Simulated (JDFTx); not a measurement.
W in JDFTx: convergence with cutoff

Crystal: W.

```
CELL_PARAMETERS angstrom
-1.58234 1.58234 1.58234
1.58234 -1.58234 1.58234
1.58234 1.58234 -1.58234
ATOMIC_POSITIONS crystal
W 0.00000 0.00000 0.00000
```

| Property | Result |
| --- | --- |
| Program | JDFTx 1.7.0 (patched build) |
| Task | convergence study |
| Functional | LDA |
| Potentials or basis | PseudoDojo-SR-LDA-0.4.1-stringent |
| Cutoff | 680 eV |
| Density cutoff | 2721 eV |
| k mesh | 12 × 12 × 12 |
| Occupations | fermi-dirac, width 0.05 eV |
| Spin | no spin polarisation |

These are the settings of the first run; the series varies cutoff, with any setting tied to it.

Hardware: 1 thread of AMD EPYC 9R45 96-Core Processor (Zen 5), with other jobs on the host.

**Question.** The values tried are 680.285 eV, 843.553 eV, 1006.82 eV, 1170.09 eV, 1360.57 eV, 1523.84 eV, 1687.11 eV, 1932.01 eV, 2285.76 eV, loosest first. From which on does the pressure stay within 0.1 GPa of the tightest run that finished?

**Answer.** From 1687.11 eV on.

```csv
cutoff,"energy less the tightest run, at zero smearing (meV/atom)",pressure (GPa),SCF cycles,CPU time (s),peak memory (GiB)
680.285 eV,329237.09,-8287.19,13,19,0.07
843.553 eV,120507.75,-4798.07,13,26,0.09
1006.82 eV,32763.08,-2050.21,12,24,0.11
1170.09 eV,5838.63,-565.85,10,24,0.12
1360.57 eV,387.48,-68.77,11,45,0.15
1523.84 eV,14.26,-12.39,11,47,0.17
1687.11 eV,0.80,-8.87,11,56,0.19
1932.01 eV,0.37,-8.85,11,54,0.22
2285.76 eV,0.00,-8.87,11,93,0.28
```

Against the tightest run, the energy stays within 1 meV/atom from 1687.11 eV on. The tightest run that finished is the yardstick and may itself not be fully converged.

The run has no spin-orbit coupling, so splittings on W are missing.
